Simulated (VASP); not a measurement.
Ag, 6 atoms in the cell. The cell holds a slab with vacuum, 6 atoms: a = 2.946 Å, b = 2.946 Å, c = 27.005 Å, α = 90.00°, β = 90.00°, γ = 120.00°. 

```yaml
Program: VASP 6.6.1
Task: relaxation of the atoms
Functional: RPBE
Potentials_or_basis: VASP PAW PBE potentials, release 64 (Ag)
Cutoff: 520 eV
k_mesh: 7 × 7 × 1
Occupations: fermi-dirac, width 0.05 eV
Spin: no spin polarisation
Dipole_correction: yes
Atoms_held_fixed_from_0: "[0, 1, 2]"
Further_INCAR_settings: ALGO = Normal; EDIFF = 1e-06; IBRION = 2; EDIFFG = -0.02; NSW = 60
```

Potentials or basis: VASP PAW PBE potentials, release 64 (Ag).

Command:

```console
$ cat potpaw_PBE.64/Ag/POTCAR > POTCAR
$ mpirun -np 1 vasp_std > vasp.out
```

Hardware: 1 thread of Intel(R) Xeon(R) Platinum 8375C CPU @ 2.90GHz (Ice Lake), on a shared host.

Task: How long does it take, and how much memory?

Result: Wall time 8.1 min on 1 thread of Intel(R) Xeon(R) Platinum 8375C CPU @ 2.90GHz (Ice Lake) (shared host), peak memory 0.36 GiB. Counts: scf iterations 93, k points 8, ion steps 10.
